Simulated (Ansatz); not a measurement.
PbSe built on the h-MgO prototype was relaxed with 3 functionals in Ansatz 0.2.0, cell and atoms free, the symmetry of the start kept (meshes: PBE 6×6×4, r2SCAN 6×6×4, PBEsol 6×6×4). The cell comes from a prototype generator: it can be a known phase or a hypothetical one. Spin polarisation is off.

The r2SCAN result:
Space group P6_3/mmc (No. 194). a = 5.174 Å, b = 5.174 Å, c = 6.213 Å, α = 90.00°, β = 90.00°, γ = 120.00°
```csv
atom,site,symmetry,x,y,z
Pb,2c,-6m2,0.3333,0.6667,0.2500
Se,2d,-6m2,0.6667,0.3333,0.2500
```

Space group P6_3/mmc (No. 194), hexagonal; conventional cell a = 5.174 Å, c = 6.213 Å, 36.01 Å³ an atom. Pb is surrounded by 5 Se at 2.99–3.11 Å; Se is surrounded by 5 Pb at 2.99–3.11 Å.

**Question.** Order the functionals by the relaxed volume, smallest first.
A. PBE
B. PBEsol
C. r2SCAN

**Answer.** B (34.89 Å³/atom), C (36.01 Å³/atom), A (36.75 Å³/atom).

**Question.** What lattice does PBE give?

**Answer.** a = 5.207 Å, c = 6.261 Å; the volume differs by +2.0 % from r2SCAN's. Pb is surrounded by 5 Se at 3.01–3.13 Å; Se is surrounded by 5 Pb at 3.01–3.13 Å.

**Question.** How does the cell change with PBEsol?

**Answer.** a = 5.121 Å, c = 6.146 Å; the volume differs by -3.1 % from r2SCAN's. Pb has 5 Se at 2.96–3.07 Å; Se has 5 Pb at 2.96–3.07 Å.

**Question.** Held at the r2SCAN cell, what mean stress does PBE find, and does its sign point to its own minimum?

**Answer.** Yes. PBE +0.79 GPa, and its relaxed volume is +2.0 % from r2SCAN's. Compression counts positive, so a positive stress asks for a larger cell.
